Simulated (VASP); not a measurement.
Crystal: MgB2.

```
Mg B
1.0
     0.00000    2.99364    2.99364
     2.99364    0.00000    2.99364
     2.99364    2.99364    0.00000
Mg B
2 4
Direct
  0.00000 0.00000 0.00000
  0.25000 0.25000 0.25000
  0.62500 0.12500 0.62500
  0.62500 0.62500 0.12500
  0.12500 0.62500 0.62500
  0.62500 0.62500 0.62500
```

The cell was built by a generator and needn't be a form met in nature.

```yaml
Program: VASP 6.6.1
Task: relaxation of cell and atoms
Functional: RPBE
Potentials_or_basis: VASP PAW PBE potentials, release 64 (Mg, B)
Cutoff: 600 eV
k_mesh: 8 × 8 × 8
Occupations: gaussian, width 0.05 eV
Spin: no spin polarisation
```

At the start: pressure 3.6 GPa; volume 8.94 Å³/atom.

Problem. Where does the relaxation end?

Solution. Over 3 steps the energy falls by 2.4 meV/atom and the volume is 9.16 Å³/atom (+2.5 %); space group Fd-3m (No. 227, to 0.05 Å).

The path:
```csv
step,energy change (eV),largest force (eV/Å),pressure (GPa),volume (Å³)
1,0.0000,0.0000,3.56,53.66
2,-0.0140,0.0000,-0.58,55.22
3,-0.0145,0.0000,0.01,54.98
```

Final structure:
```
Mg B
1.0
     0.00000    3.01808    3.01808
     3.01808    0.00000    3.01808
     3.01808    3.01808    0.00000
Mg B
2 4
Cartesian
  0.0000 0.0000 0.0000
  1.5090 1.5090 1.5090
  2.2636 3.7726 2.2636
  2.2636 2.2636 3.7726
  3.7726 2.2636 2.2636
  3.7726 3.7726 3.7726
```

Caveat: the PAW data sets were made with another functional, which shifts forces and pressure a little.
